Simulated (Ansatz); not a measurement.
# Re under changes of volume

One of the cells (14.714 Å³/atom); the others are scaled copies at fixed shape and fractional positions:

```
CELL_PARAMETERS angstrom
2.76080 0.00000 0.00000
-1.38040 2.39092 0.00000
0.00000 0.00000 4.45820
ATOMIC_POSITIONS crystal
Re 0.66667 0.33333 0.75000
Re 0.33333 0.66667 0.25000
```

| Quantity | Value |
| --- | --- |
| Program | Ansatz 0.2.0 |
| Functional | m-r2SCAN |
| Potentials or basis | Ansatz PAW |
| Cutoff | 500 eV (not typed: the program's choice for these potentials) |
| k mesh | 11 × 11 × 6 |
| Occupations | fermi-dirac, width 0.05 eV |
| Spin | no spin polarisation |

```csv
volume (Å³/atom),energy over the lowest point (meV/atom),pressure (GPa)
13.831,?,?
14.125,28.47,16.8
14.420,6.35,7.7
14.714,0.00,-0.4
15.008,7.78,-7.7
15.303,28.22,-14.2
15.597,60.02,-20.1
```

Task: What does the run at 13.831 Å³/atom give?

Result: Energy over the lowest point 68.13 meV/atom; pressure 26.8 GPa.

Worked out: A Birch-Murnaghan fit of order 3 (a polynomial in V^(-2/3)) to the other rows has its minimum at 14.69 Å³/atom with B0 = V·E''(V) = 386 GPa and B' = 4.4 at fixed shape and positions, which overstates the stiffness. It gives 68.03 meV/atom at 13.831 Å³/atom, against the run's 68.13, and -dE/dV = 26.7 GPa, against 26.8.

Energies are extrapolated to zero smearing.

Caveats: the PAW data sets come from PBE, with cores solved anew for the run's functional, which leaves a small shift of forces and pressure.
